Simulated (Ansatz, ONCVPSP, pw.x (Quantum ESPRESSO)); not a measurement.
# What a changed setting does to a pw.x run (fcc Zr)

Potential: optimised norm-conserving Vanderbilt (ONCV), ONCVPSP 4.0.1.1 (patched build), PBE; core [Kr], reference 4d2 5s2; waves: 5s: rc 2.85 bohr, ncon 5, nbas 8, qcut 2.3 1/bohr, 2 projectors, debl 1.2 Ha; p scattering state at 0.34 Ha: rc 2.75 bohr, ncon 3, nbas 6, qcut 3.4 1/bohr, 2 projectors, debl 2.6 Ha; 4d: rc 1.85 bohr, ncon 4, nbas 8, qcut 5.2 1/bohr, local; local part: the d channel; core correction: none. In the p channel the program set the typed energies aside and used 0.050, 2.650 Ha.

The reference run (k-mesh 13³, cutoffs 105/420 Ry, Fermi–Dirac 0.01 Ry, mixing_beta 0.4, conv_thr 1e-9, no spin) gives 0.89 GPa at 23.229 Å³/atom, where all-electron LAPW gives 0.31 GPa. This run, with its own iteration cap, changes mixing_mode to local-TF.

```
&control
  calculation='scf', prefix='x', pseudo_dir='./', outdir='./tmp', tstress=.true., disk_io='none'
/
&system
  ibrav=0, nat=1, ntyp=1, ecutwfc=105, ecutrho=420, nbnd=9,
  occupations='smearing', smearing='fd', degauss=0.01
/
&electrons
  conv_thr=1e-09, mixing_beta=0.4, electron_maxstep=60, mixing_mode='local-TF'
/
ATOMIC_SPECIES
Zr 1.0 Zr.UPF
CELL_PARAMETERS angstrom
  0.00000000 2.26464521 2.26464521
  2.26464521 0.00000000 2.26464521
  2.26464521 2.26464521 0.00000000
ATOMIC_POSITIONS crystal
Zr 0.0000 0.0000 0.0000
K_POINTS automatic
13 13 13 0 0 0
```

```bash
pw.x < Zr.scf.in > Zr.scf.out
```

Q: How does the run end?

A: It converges in 7 iterations; the free energy moves by +0.0 meV/atom and the pressure by +0.00 GPa. The result is that of the reference run.

```
Message from routine setup:
     using ibrav=0 with symmetry is DISCOURAGED, use correct ibrav instead
     lattice parameter (alat)  =       6.0522  a.u.
     unit-cell volume          =     156.7571 (a.u.)^3
     number of electrons       =         4.00
     number of Kohn-Sham states=            9
     kinetic-energy cutoff     =     105.0000  Ry
     charge density cutoff     =     420.0000  Ry
     scf convergence threshold =      1.0E-09
     Exchange-correlation= PBE
     number of k points=    84  Fermi-Dirac smearing, width (Ry)=  0.0100
     iteration #  1     ecut=   105.00 Ry     beta= 0.40
     total energy              =      -6.05555302 Ry
     estimated scf accuracy    <       0.00952954 Ry
     iteration #  2     ecut=   105.00 Ry     beta= 0.40
     total energy              =      -6.05417743 Ry
     estimated scf accuracy    <       0.00469061 Ry
     iteration #  3     ecut=   105.00 Ry     beta= 0.40
     total energy              =      -6.05472518 Ry
     estimated scf accuracy    <       0.00001410 Ry
     iteration #  4     ecut=   105.00 Ry     beta= 0.40
     c_bands:  2 eigenvalues not converged
     c_bands:  1 eigenvalues not converged
     c_bands:  1 eigenvalues not converged
     total energy              =      -6.05474120 Ry
     estimated scf accuracy    <       0.00000418 Ry
     iteration #  5     ecut=   105.00 Ry     beta= 0.40
     total energy              =      -6.05474203 Ry
     estimated scf accuracy    <       0.00000030 Ry
     iteration #  6     ecut=   105.00 Ry     beta= 0.40
     total energy              =      -6.05474209 Ry
     estimated scf accuracy    <       0.00000011 Ry
     iteration #  7     ecut=   105.00 Ry     beta= 0.40
     the Fermi energy is     8.1139 ev
!    total energy              =      -6.05474211 Ry
     estimated scf accuracy    <          5.3E-11 Ry
     smearing contrib. (-TS)   =      -0.00679438 Ry
     The total energy is F=E-TS. E is the sum of the following terms:
     one-electron contribution =       4.61194836 Ry
     hartree contribution      =       0.02905851 Ry
     xc contribution           =      -2.11823627 Ry
     ewald contribution        =      -8.57071832 Ry
     convergence has been achieved in   7 iterations
          total   stress  (Ry/bohr**3)                   (kbar)     P=        8.97
     Message from routine punch:
     Nothing written, as per user request (disk_io='none')
```

The run took about 21 s on one core of a shared host (Neoverse-V2, 32 threads, 247 GiB, load 18).
